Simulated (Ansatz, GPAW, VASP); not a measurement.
# InAs: programs and potentials compared

```xyz
2
Lattice="0.0000 3.0180 3.0180 3.0180 0.0000 3.0180 3.0180 3.0180 0.0000" Properties=species:S:1:pos:R:3 pbc="T T T"
In    0.0000    0.0000    0.0000
As    4.5270    4.5270    4.5270
```

Alike in all runs: task single point; functional PBE; k mesh 8 × 8 × 8; occupations gaussian, width 0.015 eV; no spin polarisation; no spin-orbit coupling. A missing gap at this level doesn't show that the real crystal is a metal. Pressure is positive in compression and, in plane waves, holds the error of the finite cutoff, which Ansatz's Pulay term estimates and takes out.

```csv
program and potentials,plane-wave cutoff (eV),notes,band gap (eV),pressure (GPa)
"Ansatz, Ansatz PAW",420,14 valence electrons an atom on average; Pulay term of +0.04 GPa included,no gap,4.29
"GPAW, GPAW PAW data sets (gpaw-data 1.2.1)",600,9 valence electrons an atom on average,no gap,4.04
"VASP, PBE PAW files As, In_d, 520 eV",520,9 valence electrons an atom on average,?,?
"Ansatz, all-electron LAPW, scalar-relativistic",-,-,no gap,4.30
```

Question: Estimate from the other rows what the run with VASP, PBE PAW files As, In_d, 520 eV gave.

Answer: No band gap; pressure 4.36 GPa. The other rows, which needn't bracket it: pressure 4.04 to 4.30.
